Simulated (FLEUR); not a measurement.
# Al (Fm-3m) in FLEUR: a series of runs, part 2 of 2

FLEUR MaX-R8.1 (later development tree). Earlier steps stand in the parts before.

**4. Equation of state, PBEsol, 15.94 Å³/atom (volume scaled by 0.96)**

Input file inp.xml:

```xml
<?xml version="1.0" encoding="UTF-8" standalone="no"?>
<fleurInput fleurInputVersion="0.39">
   <comment>
      Al                                                                                                  
   </comment>
   <calculationSetup>
      <cutoffs Kmax="4.1" Gmax="12.7" GmaxXC="12.7" numbands="0"/>
      <scfLoop itmax="60" minDistance="0.00001" maxIterBroyd="15" imix="Anderson" alpha="0.05" precondParam="0.0" spinf="2.0" sdNocoIR="T"/>
      <coreElectrons ctail="T" frcor="F" kcrel="0" coretail_lmax="0"/>
      <xcFunctional name="PBEs" relativisticCorrections="F"/>
      <magnetism jspins="1"/>
      <soc l_soc="F" theta="0.0" phi="0.0" spav="F"/>
      <expertModes spex="0" secvar="F"/>
      <geometryOptimization l_f="F" forcealpha="1.0" forcemix="BFGS" epsdisp="0.00001" epsforce="0.00001"/>
      <ldaU l_linMix="F" mixParam="0.05" spinf="1.0"/>
   </calculationSetup>
   <cell>
      <bzIntegration valenceElectrons="11.0" mode="hist" fermiSmearingEnergy="0.00183747">
         <kPointListSelection listName="default-1"/>
         <!-- k-points included here -->
         <xi:include xmlns:xi="http://www.w3.org/2001/XInclude" href="kpts.xml"> </xi:include>
      </bzIntegration>
      <!-- symmetry operations included here -->
      <xi:include xmlns:xi="http://www.w3.org/2001/XInclude" href="sym.xml"> </xi:include>
      <bulkLattice scale="0.9864848297">
         <bravaisMatrix>
            <row-1>    0.0000000000000000     3.8263269057207032     3.8263269057207032</row-1>
            <row-2>    3.8263269057207032     0.0000000000000000     3.8263269057207032</row-2>
            <row-3>    3.8263269057207032     3.8263269057207032     0.0000000000000000</row-3>
         </bravaisMatrix>
      </bulkLattice>
   </cell>
   <atomSpecies>
      <species name="Aluminum (Al)" element="Al" atomicNumber="13">
         <mtSphere radius="2.45" gridPoints="829" logIncrement="0.014"/>
         <atomicCutoffs lmax="10" lnonsphr="8"/>
         <electronConfig flipSpins="F">
            <coreConfig>(1s1/2)</coreConfig>
            <valenceConfig>(2s1/2) (2p1/2) (2p3/2) (3s1/2) (3p1/2) (3p3/2)</valenceConfig>
            <stateOccupation state="(3p1/2)" spinUp="0.166667" spinDown="0.166667"/>
            <stateOccupation state="(3p3/2)" spinUp="0.333333" spinDown="0.333333"/>
         </electronConfig>
         <energyParameters s="3" p="3" d="3" f="4"/>
         <lo type="SCLO" l="0" n="2" eDeriv="0"/>
         <lo type="SCLO" l="1" n="2" eDeriv="0"/>
         <lo type="SCLO" l="2" n="3" eDeriv="2"/>
         <lo type="SCLO" l="3" n="4" eDeriv="2"/>
      </species>
   </atomSpecies>
   <atomGroups>
      <atomGroup species="Aluminum (Al)">
         <relPos label="                   1">.0000000000 .0000000000 .0000000000</relPos>
         <force calculate="T" relaxXYZ="TTT"/>
      </atomGroup>
   </atomGroups>
   <output dos="F" band="F" slice="F">
      <checks vchk="F" cdinf="F"/>
      <bandDOS minEnergy="-.5*Htr" maxEnergy="0.5*Htr" sigma="0.015" storeEVData="T"/>
      <vacuumDOS vacdos="F" integ="F" star="F" nstars="0" locx1="0.0" locy1="0.0" locx2="0.0" locy2="0.0" nstm="0" tworkf="0.0"/>
      <unfoldingBand unfoldBand="F" supercellX="1" supercellY="1" supercellZ="1"/>
      <plotting iplot="0" polar="F">
         <plot TwoD="T" vec1="  1.0  0.0  0.0" vec2="  0.0  1.0  0.0" vec3="  0.0  0.0  1.0" zero="  0.0  0.0  0.0" file="plot"/>
      </plotting>
      <chargeDensitySlicing numkpt="0" minEigenval="0.0" maxEigenval="0.0" nnne="0" pallst="F"/>
      <specialOutput eonly="F"/>
      <moessbauerParams electricFieldGradient="T" isomerShift="T" coreHyperfine="T" valenceHyperfine="T"/>
      <magneticCircularDichroism mcd="F" energyLo="-10.0" energyUp="0.0"/>
   </output>
  <!-- We include the file relax.xml here to enable relaxations (see documentation) -->
  <xi:include xmlns:xi="http://www.w3.org/2001/XInclude" href="relax.xml"> <xi:fallback/> </xi:include>
</fleurInput>
```

Started as:

```console
$ inpgen -f crystal.txt -profile fastHighL
$ # inp.xml edited to the form shown
$ fleur_MPI
```

Run time: 6 s. Hardware: 1 thread of Arm Neoverse V2, shared host; peak memory 0.08 GiB.

Results (log left out):

* Free energy: -6594.5904 eV
* Band gap on the k mesh: none (metal or under the smearing width)
* Valence electrons inside the program's atomic spheres: Al 9.76 (radii Al 2.45 bohr)

**5. Equation of state, PBEsol, 16.60 Å³/atom**

inp.xml, as its differences from that of step 4:

```diff
@@ -24,3 +24,3 @@
       <xi:include xmlns:xi="http://www.w3.org/2001/XInclude" href="sym.xml"> </xi:include>
-      <bulkLattice scale="0.9864848297">
+      <bulkLattice scale="1.0000000000">
          <bravaisMatrix>
```

Started as:

```console
$ inpgen -f crystal.txt -profile fastHighL
$ # inp.xml edited to the form shown
$ fleur_MPI
```

It took 6.2 s on 1 thread of Arm Neoverse V2, shared host; peak memory 0.08 GiB.

The run converged. Its results:

```
Free energy                                           : -6594.5891 eV
Band gap on the k mesh                                : none (metal or under the smearing width)
Valence electrons inside the program's atomic spheres : Al 9.70 (radii Al 2.45 bohr)
```

**6. Equation of state, PBEsol, 17.27 Å³/atom (volume scaled by 1.04)**

inp.xml, as its differences from that of step 5:

```diff
@@ -24,3 +24,3 @@
       <xi:include xmlns:xi="http://www.w3.org/2001/XInclude" href="sym.xml"> </xi:include>
-      <bulkLattice scale="1.0000000000">
+      <bulkLattice scale="1.0131594038">
          <bravaisMatrix>
```

Potentials or basis: all-electron, FLAPW.

Started as:

```console
$ inpgen -f crystal.txt -profile fastHighL
$ # inp.xml edited to the form shown
$ fleur_MPI
```

It took 6.4 s on 1 thread of Arm Neoverse V2, shared host; peak memory 0.08 GiB.

Results (log left out):

* Free energy: -6594.5755 eV
* Band gap on the k mesh: none (metal or under the smearing width)
* Valence electrons inside the program's atomic spheres: Al 9.65 (radii Al 2.45 bohr)

**7. Equation of state, PBEsol, 17.60 Å³/atom (volume scaled by 1.06)**

inp.xml, as its differences from that of step 6:

```diff
@@ -24,3 +24,3 @@
       <xi:include xmlns:xi="http://www.w3.org/2001/XInclude" href="sym.xml"> </xi:include>
-      <bulkLattice scale="1.0131594038">
+      <bulkLattice scale="1.0196128224">
          <bravaisMatrix>
```

Started as:

```console
$ inpgen -f crystal.txt -profile fastHighL
$ # inp.xml edited to the form shown
$ fleur_MPI
```

Wall time 6.4 s (1 thread of Arm Neoverse V2, shared host); peak memory 0.08 GiB.

It converged, with:

| Property | Result |
| --- | --- |
| Free energy | -6594.5648 eV |
| Band gap on the k mesh | none (metal or under the smearing width) |
| Valence electrons inside the program's atomic spheres | Al 9.63 (radii Al 2.45 bohr) |

**8. Equation of state, PBEsol**

This step only gathers the single runs of the series.

What came out:

```yaml
Equilibrium_volume: 16.21 Å³/atom
Bulk_modulus: 83 GPa
Pressure_derivative_of_the_bulk_modulus: "4.4 (rough: it moves with the points fitted)"
```

Energy against volume, from the lowest point:
```csv
volume (Å³/atom),energy (meV/atom)
15.607,4.97
15.939,0.00
16.603,1.22
17.267,14.88
17.599,25.56
```

**9. Against experiment**

Step 8. A measured bulk modulus of Al is 76.9 GPa (quoted in “The interpretation of polycrystalline coherent inelastic neutron scattering from aluminium”, 2013, pmc:3831299); the calculated 83 GPa misses it by +8.1 %. The fit is for a static lattice scaled at fixed shape and fixed fractional positions. The cell as given is a measured one (16.60 Å³/atom); PBEsol puts the equilibrium volume -2.4 % from it, thermal expansion not counted.
